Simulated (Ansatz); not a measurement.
Crystal: Ge.

```
CELL_PARAMETERS angstrom
1.48805 -2.59469 0.00000
1.48805 2.59469 0.00000
0.00000 0.00000 4.72760
ATOMIC_POSITIONS crystal
Ge 0.33345 0.66655 0.25000
Ge 0.66655 0.33345 0.75000
```

This isn't the form of Ge at room conditions, which is diamond.

* Program: Ansatz 0.2.0
* Task: relaxation of cell and atoms
* Functional: HSE03
* Potentials or basis: Ansatz PAW
* Cutoff: 420 eV (not typed: the program's choice for these potentials)
* k mesh: 5 × 5 × 3
* Occupations: fermi-dirac, width 0.05 eV
* Spin: no spin polarisation

At the start: volume 18.25 Å³/atom.

**Question.** How do energy, volume and symmetry change on relaxing?

**Answer.** It ends after 17 steps and the volume is 19.10 Å³/atom (+4.6 %); space group Fmmm (No. 69, to 0.05 Å).

The path:
| step | energy change (eV) | largest force (eV/Å) | volume (Å³) |
| --- | --- | --- | --- |
| 1 | 0.0000 | 0.0089 | 36.51 |
| 2 | -0.0253 | 0.0007 | 37.94 |
| 3 | -0.0334 | 0.0025 | 37.66 |
| 4 | -0.0337 | 0.0052 | 37.63 |
| 5 | -0.0337 | 0.0069 | 37.65 |
| 6 | -0.0338 | 0.0167 | 37.72 |
| 7 | -0.0342 | 0.0276 | 37.74 |
| 8 | -0.0355 | 0.0535 | 37.89 |
| 9 | -0.0397 | 0.0794 | 38.49 |
| 10 | -0.0481 | 0.0667 | 38.81 |
| 11 | -0.0623 | 0.0333 | 38.14 |
| 12 | -0.0688 | 0.0082 | 38.35 |
| 13 | -0.0699 | 0.0053 | 38.25 |
| 14 | -0.0701 | 0.0022 | 38.18 |
| 15 | -0.0702 | 0.0002 | 38.21 |
| 16 | -0.0702 | 0.0000 | 38.20 |
| 17 | -0.0706 | 0.0001 | 38.20 |

Final structure:
```
Ge
1.0
     1.49466   -2.60397    0.00000
     1.49466    2.60397    0.00000
     0.00000    0.00000    4.90783
Ge
2
Direct
  0.25014 0.74986 0.25000
  0.74986 0.25014 0.75000
```

Caveat: the k mesh is coarse (spacing up to 0.49 Å⁻¹), so the values aren't converged, least of all with exact exchange; the plane-wave basis is chosen anew once the cell has moved, so the energies of steps on either side of that aren't comparable; the PAW data sets come from PBE, with cores solved anew for the run's functional, which leaves a small shift of forces and pressure.
